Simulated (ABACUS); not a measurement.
The system is BN.

```xyz
2
Lattice="0.0000 1.8130 1.8130 1.8130 0.0000 1.8130 1.8130 1.8130 0.0000" Properties=species:S:1:pos:R:3 pbc="T T T"
N     0.9065    0.9065    0.9065
B     0.0000    0.0000    0.0000
```

The cell is a database's computed one.

Base run:

- Program: ABACUS 3.10.1
- Functional: BLYP
- Potentials or basis: PseudoDojo NC SR 0.4.1 PBE standard
- Cutoff: 1143 eV
- Density cutoff: 4572 eV
- Basis: plane waves
- k mesh: 10 × 10 × 10
- Occupations: fermi-dirac, width 0.05 eV
- Spin: no spin polarisation

Its results: band gap on the k mesh 4.88 eV, indirect (least direct gap 8.96 eV); pressure 10.1 GPa.

**Question.** The run is repeated on the same cell with these changes: functional from BLYP to OLYP; potentials or basis from PseudoDojo NC SR 0.4.1 PBE standard to PseudoDojo NC SR 0.5 PBE stringent. What comes out?

**Answer.** Band gap on the k mesh 4.73 eV, indirect (least direct gap 8.88 eV); pressure -10.3 GPa.

Caveats: the potentials were made for another functional, which shifts forces and pressure.

A k mesh can miss the band edges.
